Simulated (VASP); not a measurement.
A run of VASP 6.6.1:

File INCAR:

```
PREC = Accurate ; ENCUT = 520
EDIFF = 1E-7 ; ISMEAR = -1
SIGMA = 0.05 ; LREAL = F
LASPH = T ; NELM = 120
ALGO = Normal ; ISIF = 2
LWAVE = F ; LCHARG = F
ISPIN = 2 ; MAGMOM = 1
LORBIT = 11 ; LMAXMIX = 4
GGA = PE ; NBANDS = 15
```

The input KPOINTS:

```
Automatic mesh
0
Gamma
  13 13 13
```

POSCAR

```
Ni
1.0
    0.0000000000      1.7375729330      1.7375729330
    1.7375729330      0.0000000000      1.7375729330
    1.7375729330      1.7375729330      0.0000000000
Ni
1
Direct
    0.0000000000      0.0000000000      0.0000000000
```

Potentials or basis: VASP PAW PBE potentials, release 64 (Ni).

Run with:

```console
$ cat potpaw_PBE.64/Ni/POTCAR > POTCAR
$ mpirun -np 1 vasp_std > vasp.out
```

Hardware: 1 thread of Intel(R) Xeon(R) Platinum 8488C (Sapphire Rapids), with other jobs on the host.

How long does it take, and how much memory?

It took 17 s on 1 thread of Intel(R) Xeon(R) Platinum 8488C (Sapphire Rapids), on a shared host, peak memory 0.13 GiB. Counts: scf iterations 13, k points 84.
